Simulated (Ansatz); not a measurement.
# SiC: the cost of one run

Computed with Ansatz 0.2.0 (DFT PBEsol, scalar-relativistic, plane waves, PAW, unless a step's input says otherwise).

## (1) The system as given

It takes space group Fm-3m (No. 225, cubic). Conventional cell: a = 3.966 Å, b = 3.966 Å, c = 3.966 Å, α = 90.00°, β = 90.00°, γ = 90.00°. C (site symmetry m-3m) has 6 Si at 1.98 Å as nearest neighbours. Si (site symmetry m-3m) has 6 C at 1.98 Å as nearest neighbours.

As a file:

```cif
data_structure
_symmetry_space_group_name_H-M 'P 1'
_symmetry_Int_Tables_number 1
_cell_length_a 2.8042
_cell_length_b 2.8042
_cell_length_c 2.8042
_cell_angle_alpha 60.000
_cell_angle_beta 60.000
_cell_angle_gamma 60.000
_cell_volume 15.59
loop_
_atom_site_label
_atom_site_type_symbol
_atom_site_fract_x
_atom_site_fract_y
_atom_site_fract_z
_atom_site_occupancy
C1 C 0.00000 0.00000 0.00000 1
Si1 Si 0.50000 0.50000 0.50000 1
```

This is a trial structure built by rule; it need not be a known or stable form of this composition.

This is a trial structure, the rocksalt prototype, and another one may lie lower.

## (2) Single point at 0.950 V0

input.yaml

```yaml
crystal:
  lattice:
    - [0.0, 1.9829, 1.9829]
    - [1.9829, 0.0, 1.9829]
    - [1.9829, 1.9829, 0.0]
  atoms:
    - { symbol: C, position: [0.0, 0.0, 0.0] }
    - { symbol: Si, position: [0.5, 0.5, 0.5] }
basis:
  ecutwfc: 420
kpoints:
  mp_grid: { grid: [18, 18, 18] }
hamiltonian:
  xc: pbesol
scf:
  occupations: { method: fermi_dirac, width: 0.15 }
output:
  forces: true
  stress: true
  eigenvalues: true
```

Started as:

```sh
ansatz run input.yaml --threads 1 --pin off --max-ram 1228MiB --backend cpu --events-out ev --progress --plain --runs-dir out
```

What time and memory should one allow on 1 thread of Intel Xeon Platinum 8375C at 2.90GHz (Ice Lake), shared host?

About 2.1 s, with a peak of 0.36 GiB.
